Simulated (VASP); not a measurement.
# AgCl: band gap with a hybrid functional, by functional

AgCl, Fm-3m (no. 225), 2 atoms in the cell.

| Functional | Gap, path and mesh (eV) | Direct gap, path and mesh (eV) | Gap on the mesh (eV) | Direct gap at Γ (eV) | Time (s) |
|---|---|---|---|---|---|
| hybrid, GGA = PE LRHFCALC = True HFSCREEN = 0.2 ALDAC = 1.0 AGGAC = 1.0 | 3.56 | 6.08 | 3.56 | 6.08 | 331 |
| hybrid, GGA = PE LRHFCALC = True HFSCREEN = 0.4 ALDAC = 1.0 AGGAC = 1.0 | 5.35 | 7.99 | 5.35 | 7.99 | 261 |
| hybrid, GGA = PE LRHFCALC = True HFSCREEN = 0.6 ALDAC = 1.0 AGGAC = 1.0 | 6.73 | 9.45 | 6.73 | 9.45 | 298 |
| hybrid, GGA = PE LRHFCALC = True HFSCREEN = 0.91 ALDAC = 1.0 AGGAC = 1.0 | 8.16 | 10.89 | 8.16 | 10.92 | 311 |
| hybrid, GGA = PE LRHFCALC = True HFSCREEN = 1.5 ALDAC = 1.0 AGGAC = 1.0 | 9.37 | 11.98 | 9.37 | 12.04 | 307 |

## Input of the first row

INCAR.step1:
```
SYSTEM = AgCl
PREC = Accurate
ENCUT = 450
EDIFF = 1E-5
ISMEAR = 0
SIGMA = 0.02
LREAL = .FALSE.
LASPH = .TRUE.
GGA_COMPAT = .FALSE.
ALGO = Normal
NELM = 150
ISIF = 2
LWAVE = .TRUE.
LCHARG = .FALSE.
GGA = PE
NBANDS = 16
KPAR = 4
```

INCAR.step2, as INCAR.step1 but for:
```
- EDIFF = 1E-5
- LWAVE = .TRUE.
+ EDIFF = 1E-6
+ LWAVE = .FALSE.
+ ISTART = 1
+ LHFCALC = .TRUE.
+ LRHFCALC = .TRUE.
+ HFSCREEN = 0.2
+ ALDAC = 1.0
+ AGGAC = 1.0
+ PRECFOCK = Fast
+ HFRCUT = -1
```

KPOINTS:
```
k-points
0
Gamma
  6 6 6
```

KPOINTS_OPT:
```
path GXWKGLUWLK,UX
4
line-mode
reciprocal
 0.0000000000  0.0000000000  0.0000000000  G
 0.5000000000  0.0000000000  0.5000000000  X

 0.5000000000  0.0000000000  0.5000000000  X
 0.5000000000  0.2500000000  0.7500000000  W

 0.5000000000  0.2500000000  0.7500000000  W
 0.3750000000  0.3750000000  0.7500000000  K

 0.3750000000  0.3750000000  0.7500000000  K
 0.0000000000  0.0000000000  0.0000000000  G

 0.0000000000  0.0000000000  0.0000000000  G
 0.5000000000  0.5000000000  0.5000000000  L

 0.5000000000  0.5000000000  0.5000000000  L
 0.6250000000  0.2500000000  0.6250000000  U

 0.6250000000  0.2500000000  0.6250000000  U
 0.5000000000  0.2500000000  0.7500000000  W

 0.5000000000  0.2500000000  0.7500000000  W
 0.5000000000  0.5000000000  0.5000000000  L

 0.5000000000  0.5000000000  0.5000000000  L
 0.3750000000  0.3750000000  0.7500000000  K

 0.6250000000  0.2500000000  0.6250000000  U
 0.5000000000  0.0000000000  0.5000000000  X
```

POSCAR:
```
AgCl
1.0
    0.0000000000      2.7350000000      2.7350000000
    2.7350000000      0.0000000000      2.7350000000
    2.7350000000      2.7350000000      0.0000000000
Ag Cl
1 1
Direct
    0.0000000000      0.0000000000      0.0000000000
    0.5000000000      0.5000000000      0.5000000000
```

Commands (each step's output is kept before the next begins):
```
cat potpaw_PBE.64/Ag/POTCAR potpaw_PBE.64/Cl/POTCAR > POTCAR
cp INCAR.step1 INCAR
mpirun -np 4 vasp_std > vasp.out
cp INCAR.step2 INCAR
mpirun -np 4 vasp_std > vasp.out
```

Changes of the last row against the first:
```
(step 2)
- HFSCREEN = 0.2
+ HFSCREEN = 1.5
```

VASP 6.6.1 took 331 s on 4 cores (Intel Xeon 6975P-C (Granite Rapids)), a shared host.
